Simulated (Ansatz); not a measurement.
**TaN (Fm-3m), trigonal deformation path**

Level of theory: DFT r2SCAN, scalar-relativistic, plane waves, PAW in Ansatz 0.2.0. Cutoff 500 eV, Γ-centred 26×26×26 k-points, Gaussian smearing of 0.15 eV. Spin–orbit coupling is left out, which can shift energies with elements as heavy as these. No spin polarisation. Energies are free energies at this smearing, counted from the undisturbed cell; pressure is positive in compression.

Reference structure (relaxed at this level; with this scan's settings it stands at -0.1 GPa; this rock-salt form isn't the usual structure):

```
CELL_PARAMETERS angstrom
0.00000 2.19827 2.19827
2.19827 0.00000 2.19827
2.19827 2.19827 0.00000
ATOMIC_POSITIONS crystal
Ta 0.50000 0.50000 0.50000
N 0.00000 0.00000 0.00000
```

At fixed volume and fractional coordinates, lengths along (0.577, 0.577, 0.577) are scaled against those across it; ρ is that ratio over its starting value. The cell is metallic on the mesh throughout. At ρ = 0.500 the cell becomes cubic (Pm-3m), and there the slope of the energy vanishes by symmetry.

```
    ρ  ΔE (meV/atom)
0.500          468.4
0.600          512.0
0.710          382.7
0.850           93.7
1.000            0.0
1.200           68.0
1.410          385.9
2.000         2957.2
```

(1) Predict the pressure (GPa) at each point.

Results:

(1)
| ρ | pressure (GPa) |
| --- | --- |
| 0.500 | -12.0 |
| 0.600 | -6.4 |
| 0.710 | -0.9 |
| 0.850 | 0.8 |
| 1.000 | -0.1 |
| 1.200 | 1.7 |
| 1.410 | 3.9 |
| 2.000 | 44.3 |

Cost: 8 runs of about 5.6 core-minutes in all, on Intel Xeon Platinum 8488C (Sapphire Rapids) (shared hosts).